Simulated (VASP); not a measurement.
# GaP (F-43m) in VASP: settings compared, part 3 of 3

VASP 6.6.1. The steps go on from the part before.

## 4. Band structure, LDA, spin-orbit coupling, no magnetisation

INCAR

```
PREC = Accurate ; ENCUT = 520
EDIFF = 1E-7 ; ISMEAR = 0
SIGMA = 0.02 ; LREAL = F
LASPH = T ; NELM = 100
ALGO = Fast ; ISIF = 2
LWAVE = F ; LCHARG = F
MAGMOM = 0 0 0 0 0 0 ; LORBIT = 11
LSORBIT = T ; GGA_COMPAT = F
NBANDS = 30 ; KPAR = 2
```

KPOINTS

```
regular mesh
0
Gamma
  6 6 6
```

POSCAR

```
GaP
1.0
    0.0000000000      2.7252500000      2.7252500000
    2.7252500000      0.0000000000      2.7252500000
    2.7252500000      2.7252500000      0.0000000000
Ga P
1 1
Direct
    0.0000000000      0.0000000000      0.0000000000
    0.7500000000      0.7500000000      0.7500000000
```

KPOINTS_OPT

```
path GXWKGLUWLK,UX
15
line-mode
reciprocal
 0.0000000000  0.0000000000  0.0000000000  G
 0.5000000000  0.0000000000  0.5000000000  X

 0.5000000000  0.0000000000  0.5000000000  X
 0.5000000000  0.2500000000  0.7500000000  W

 0.5000000000  0.2500000000  0.7500000000  W
 0.3750000000  0.3750000000  0.7500000000  K

 0.3750000000  0.3750000000  0.7500000000  K
 0.0000000000  0.0000000000  0.0000000000  G

 0.0000000000  0.0000000000  0.0000000000  G
 0.5000000000  0.5000000000  0.5000000000  L

 0.5000000000  0.5000000000  0.5000000000  L
 0.6250000000  0.2500000000  0.6250000000  U

 0.6250000000  0.2500000000  0.6250000000  U
 0.5000000000  0.2500000000  0.7500000000  W

 0.5000000000  0.2500000000  0.7500000000  W
 0.5000000000  0.5000000000  0.5000000000  L

 0.5000000000  0.5000000000  0.5000000000  L
 0.3750000000  0.3750000000  0.7500000000  K

 0.6250000000  0.2500000000  0.6250000000  U
 0.5000000000  0.0000000000  0.5000000000  X
```

Potentials or basis: VASP PAW LDA potentials, release 64 (Ga_d, P).

Command:

```console
$ cat potpaw_LDA.64/Ga_d/POTCAR potpaw_LDA.64/P/POTCAR > POTCAR
$ mpirun -np 2 vasp_ncl > vasp.out
```

OUTCAR:

```text
PREC = Accurate
   ENCUT = 520
   EDIFF = 1E-7
   ISMEAR = 0
   LREAL = F
   LASPH = T
   NELM = 100
   ISIF = 2
   LORBIT = 11
   LSORBIT = T

 ion  position               nearest neighbor table
   1  0.000  0.000  0.000-   2 2.36   2 2.36   2 2.36   2 2.36
   2  0.750  0.750  0.750-   1 2.36   1 2.36   1 2.36   1 2.36

  LATTYP: Found a face centered cubic cell.
 ALAT       =     5.4505000000

  Lattice vectors:

 A1 = (   0.0000000000,   2.7252500000,   2.7252500000)
 A2 = (   2.7252500000,   0.0000000000,   2.7252500000)
 A3 = (   2.7252500000,   2.7252500000,   0.0000000000)

Analysis of symmetry for initial positions (statically):
=====================================================================
 Subroutine PRICEL returns:
 Original cell was already a primitive cell.

 Routine SETGRP: Setting up the symmetry group for a
 face centered cubic supercell.

 Subroutine GETGRP returns: Found 24 space group operations
 (whereof 24 operations were pure point group operations)
 out of a pool of 48 trial point group operations.

The static configuration has the point symmetry T_d .

Analysis of symmetry for dynamics (positions and initial velocities):
=====================================================================
 Subroutine PRICEL returns:
 Original cell was already a primitive cell.

 Routine SETGRP: Setting up the symmetry group for a
 face centered cubic supercell.

 Subroutine GETGRP returns: Found 24 space group operations
 (whereof 24 operations were pure point group operations)
 out of a pool of 48 trial point group operations.

The dynamic configuration has the point symmetry T_d .

Analysis of structural, dynamic, and magnetic symmetry:
=====================================================================
 Subroutine PRICEL returns:
 Original cell was already a primitive cell.

 Routine SETGRP: Setting up the symmetry group for a
[... 914 lines left out ...]
      4.08788      4.08788      4.08788         0.000000     -0.000000      0.000000
 -----------------------------------------------------------------------------------
    total drift:                               -0.000000     -0.000000     -0.000000

  FREE ENERGIE OF THE ION-ELECTRON SYSTEM (eV)
  ---------------------------------------------------
  free  energy   TOTEN  =       -10.4314444717 eV

  energy  without entropy=      -10.4314444717  energy(sigma->0) =      -10.43144447

 Spin-Orbit-Coupling matrix elements

 Ion:    1  E_soc:     -0.0122781
 l=   1
     0.0000000    -0.0011770    -0.0011770
    -0.0011770     0.0000000    -0.0011770
    -0.0011770    -0.0011770     0.0000000
 l=   2
     0.0000000    -0.0001773     0.0000000    -0.0001773    -0.0006920
    -0.0001773     0.0000000    -0.0005190    -0.0001773    -0.0001730
     0.0000000    -0.0005190     0.0000000    -0.0005190     0.0000000
    -0.0001773    -0.0001773    -0.0005190     0.0000000    -0.0001730
    -0.0006920    -0.0001730     0.0000000    -0.0001730     0.0000000
 l=   3
     0.0000000     0.0000000     0.0000000     0.0000000     0.0000000     0.0000000     0.0000000
     0.0000000     0.0000000     0.0000000     0.0000000     0.0000000     0.0000000     0.0000000
     0.0000000     0.0000000     0.0000000     0.0000000     0.0000000     0.0000000     0.0000000
     0.0000000     0.0000000     0.0000000     0.0000000     0.0000000     0.0000000     0.0000000
     0.0000000     0.0000000     0.0000000     0.0000000     0.0000000     0.0000000     0.0000000
     0.0000000     0.0000000     0.0000000     0.0000000     0.0000000     0.0000000     0.0000000
     0.0000000     0.0000000     0.0000000     0.0000000     0.0000000     0.0000000     0.0000000

 Ion:    2  E_soc:     -0.0009375
 l=   1
     0.0000000    -0.0001562    -0.0001562
    -0.0001562     0.0000000    -0.0001562
    -0.0001562    -0.0001562     0.0000000
 l=   2
     0.0000000     0.0000000     0.0000000     0.0000000     0.0000000
     0.0000000     0.0000000     0.0000000     0.0000000     0.0000000
     0.0000000     0.0000000     0.0000000     0.0000000     0.0000000
     0.0000000     0.0000000     0.0000000     0.0000000     0.0000000
     0.0000000     0.0000000     0.0000000     0.0000000     0.0000000
 l=   3
     0.0000000     0.0000000     0.0000000     0.0000000     0.0000000     0.0000000     0.0000000
     0.0000000     0.0000000     0.0000000     0.0000000     0.0000000     0.0000000     0.0000000
     0.0000000     0.0000000     0.0000000     0.0000000     0.0000000     0.0000000     0.0000000
     0.0000000     0.0000000     0.0000000     0.0000000     0.0000000     0.0000000     0.0000000
     0.0000000     0.0000000     0.0000000     0.0000000     0.0000000     0.0000000     0.0000000
     0.0000000     0.0000000     0.0000000     0.0000000     0.0000000     0.0000000     0.0000000
     0.0000000     0.0000000     0.0000000     0.0000000     0.0000000     0.0000000     0.0000000

 total charge

# of ion       s       p       d       tot
------------------------------------------
    1        0.873   0.861  10.011  11.744
    2        1.022   1.517   0.000   2.539
--------------------------------------------------
tot          1.895   2.378  10.011  14.283

 magnetization (x)

# of ion       s       p       d       tot
------------------------------------------
    1        0.000  -0.000  -0.000  -0.000
    2        0.000   0.000   0.000   0.000
--------------------------------------------------
tot          0.000   0.000  -0.000   0.000

 magnetization (y)

# of ion       s       p       d       tot
------------------------------------------
    1        0.000  -0.000  -0.000  -0.000
    2        0.000   0.000   0.000   0.000
--------------------------------------------------
tot          0.000  -0.000  -0.000  -0.000

 magnetization (z)

# of ion       s       p       d       tot
------------------------------------------
    1        0.000  -0.000   0.000  -0.000
    2        0.000  -0.000   0.000  -0.000
--------------------------------------------------
tot          0.000  -0.000   0.000  -0.000
```

OSZICAR:

```text
N       E                     dE             d eps       ncg     rms          rms(c)
DAV:   1     0.131344831438E+03    0.13134E+03   -0.83911E+03  1448   0.173E+03
DAV:   2     0.737515040752E+01   -0.12397E+03   -0.11686E+03  1376   0.451E+02
DAV:   3    -0.100743622665E+02   -0.17450E+02   -0.17185E+02  1598   0.119E+02
DAV:   4    -0.107393871667E+02   -0.66502E+00   -0.66344E+00  1626   0.245E+01
DAV:   5    -0.107548258824E+02   -0.15439E-01   -0.15436E-01  1664   0.357E+00    0.435E+00
RMM:   6    -0.104834904127E+02    0.27134E+00   -0.27613E-01  1937   0.457E+00    0.270E+00
RMM:   7    -0.104360328313E+02    0.47458E-01   -0.11849E-01  1929   0.173E+00    0.112E+00
RMM:   8    -0.104312392632E+02    0.47936E-02   -0.16493E-02  1944   0.120E+00    0.212E-01
RMM:   9    -0.104313760331E+02   -0.13677E-03   -0.31866E-03  2166   0.508E-01    0.141E-01
RMM:  10    -0.104314242425E+02   -0.48209E-04   -0.49734E-04  2312   0.206E-01    0.701E-02
[... 58 further cycles ...]
DAV:   9    -0.235614453827E+04   -0.21913E-07     1118
       N       E                     dE             ncg
DAV:   1     0.299223136525E+04   -0.11421E+05     1244
DAV:   2     0.828763763438E+03   -0.21635E+04     1136
DAV:   3     0.545123343950E+03   -0.28364E+03     1286
DAV:   4     0.535792217200E+03   -0.93311E+01     1354
DAV:   5     0.535594441283E+03   -0.19778E+00     1322
DAV:   6     0.535583868570E+03   -0.10573E-01     1664
DAV:   7     0.535583775491E+03   -0.93079E-04     1390
DAV:   8     0.535583773880E+03   -0.16114E-05     1644
DAV:   9     0.535583773869E+03   -0.10903E-07     1006
```

stdout:

```text
POSCAR found type information on POSCAR GaP
 POSCAR found :  2 types and       2 ions
 scaLAPACK will be used
 LDA part: xc-table for (Slater(with rela. corr.)+CA(PZ))
 , standard interpolation
 POSCAR, INCAR and KPOINTS ok, starting setup
 FFT: planning ... GRIDC
 FFT: planning ... GRID_SOFT
 FFT: planning ... GRID
 WAVECAR not read
 entering main loop
 Start KPOINTS_OPT (optional k-point list driver)
k-point batch [1-22\150]
k-point batch [23-44\150]
k-point batch [45-66\150]
k-point batch [67-88\150]
k-point batch [89-110\150]
k-point batch [111-132\150]
k-point batch [133-150\150]
```

Wall time 2.3 min (2 MPI ranks of Intel Xeon Platinum 8488C (Sapphire Rapids), shared host); peak memory 0.26 GiB.

Results:

```
Free energy                                           : -10.4314 eV
Pressure                                              : -2.6 GPa
Valence electrons inside the program's atomic spheres : Ga 11.74; P 2.54
```

## 5. Band structure, r2SCAN, spin-orbit coupling, no magnetisation

Edit INCAR of step 4 so:

```diff
@@ -4,3 +4,3 @@
 LASPH = T ; NELM = 100
-ALGO = Fast ; ISIF = 2
+ALGO = Normal ; ISIF = 2
 LWAVE = F ; LCHARG = F
@@ -8,2 +8,3 @@
 LSORBIT = T ; GGA_COMPAT = F
+METAGGA = R2SCAN ; LMIXTAU = T
 NBANDS = 30 ; KPAR = 2
```

KPOINTS is that of step 4.

POSCAR is that of step 4.

KPOINTS_OPT is that of step 4.

Potentials or basis: VASP PAW PBE potentials, release 64 (Ga_d, P).

Command:

```console
$ cat potpaw_PBE.64/Ga_d/POTCAR potpaw_PBE.64/P/POTCAR > POTCAR
$ mpirun -np 2 vasp_ncl > vasp.out
```

Run time: 10 min. Hardware: 2 MPI ranks of Intel Xeon Platinum 8488C (Sapphire Rapids), shared host; peak memory 0.35 GiB.

Results (log left out):

| Item | Value |
| --- | --- |
| Free energy | -21.4568 eV |
| Pressure | 0.0 GPa |
| Valence electrons inside the program's atomic spheres | Ga 11.70; P 2.55 |

Caveat: the PAW data sets were made with another functional, which shifts forces and pressure a little.

## 6. Band structure, TB-mBJ, spin-orbit coupling, no magnetisation

POSCAR is that of step 5.

INCAR.step1

```
PREC = Accurate ; ENCUT = 520
EDIFF = 1E-5 ; ISMEAR = 0
SIGMA = 0.02 ; LREAL = F
LASPH = T ; NELM = 100
ALGO = Normal ; ISIF = 2
LWAVE = T ; LCHARG = F
MAGMOM = 0 0 0 0 0 0 ; LORBIT = 11
LSORBIT = T ; GGA_COMPAT = F
NBANDS = 30 ; GGA = PE
KPAR = 2
```

INCAR.step2

```
PREC = Accurate ; ENCUT = 520
EDIFF = 1E-7 ; ISMEAR = 0
SIGMA = 0.02 ; LREAL = F
LASPH = T ; NELM = 100
ALGO = Normal ; ISIF = 2
LWAVE = F ; LCHARG = F
MAGMOM = 0 0 0 0 0 0 ; LORBIT = 11
LSORBIT = T ; GGA_COMPAT = F
METAGGA = MBJ ; NBANDS = 30
ISTART = 1 ; KPAR = 2
```

KPOINTS is that of step 5.

KPOINTS_OPT is that of step 5.

Potentials or basis: VASP PAW PBE potentials, release 64 (Ga_d, P).

Command:

```console
$ cat potpaw_PBE.64/Ga_d/POTCAR potpaw_PBE.64/P/POTCAR > POTCAR
$ cp INCAR.step1 INCAR
$ mpirun -np 2 vasp_ncl > vasp.out
$ cp INCAR.step2 INCAR
$ mpirun -np 2 vasp_ncl > vasp.out
```

It took 4.9 min on 2 MPI ranks of Intel Xeon Platinum 8488C (Sapphire Rapids), shared host; peak memory 0.32 GiB.

The run converged. Its results:

```yaml
Valence_electrons_inside_the_program's_atomic_spheres: Ga 11.47; P 2.58
```

Caveat: the PAW data sets were made with another functional, which shifts forces and pressure a little.

## 7. Overview

| task | level | potentials or basis | spin | k mesh | cutoff (eV) | smearing | GW scheme | GW iterations | cutoff of the response function | frequency points | empty bands | mesh quality | pressure (GPa) |
| --- | --- | --- | --- | --- | --- | --- | --- | --- | --- | --- | --- | --- | --- |
| evGW0 quasiparticle levels | PBE | VASP PAW PBE potentials, release 64 (Ga_d_GW, P_GW) | off | 4 × 4 × 4 | 500 | gaussian 0.01 eV | evGW0 | 4 | 200 | 50 | 260 | coarse | - |
| band structure | PBE | VASP PAW PBE potentials, release 64 (Ga_d, P) | SOC, no magnetisation | 6 × 6 × 6 | 520 | gaussian 0.02 eV | - | - | - | - | - | not flagged | 2.5 |
| band structure | LDA | VASP PAW LDA potentials, release 64 (Ga_d, P) | SOC, no magnetisation | 6 × 6 × 6 | 520 | gaussian 0.02 eV | - | - | - | - | - | not flagged | -2.6 |
| band structure | r2SCAN | VASP PAW PBE potentials, release 64 (Ga_d, P) | SOC, no magnetisation | 6 × 6 × 6 | 520 | gaussian 0.02 eV | - | - | - | - | - | not flagged | 0.0 |
| band structure | TB-mBJ | VASP PAW PBE potentials, release 64 (Ga_d, P) | SOC, no magnetisation | 6 × 6 × 6 | 520 | gaussian 0.02 eV | - | - | - | - | - | not flagged | - |

Alike in all rows: cell as given.

Caveats: some runs use coarse meshes; the PAW data sets were made with another functional, which shifts forces and pressure a little (some runs); the cutoff is under 1.25 times the usual one of these potentials, so pressure, stress and relaxed cells hold a basis-set (Pulay) error (some runs); bands, screening cutoff and mesh are small and nothing is extrapolated, so the quasiparticle values aren't converged (some runs).

Absolute energies hang on the potentials; compare differences alone.
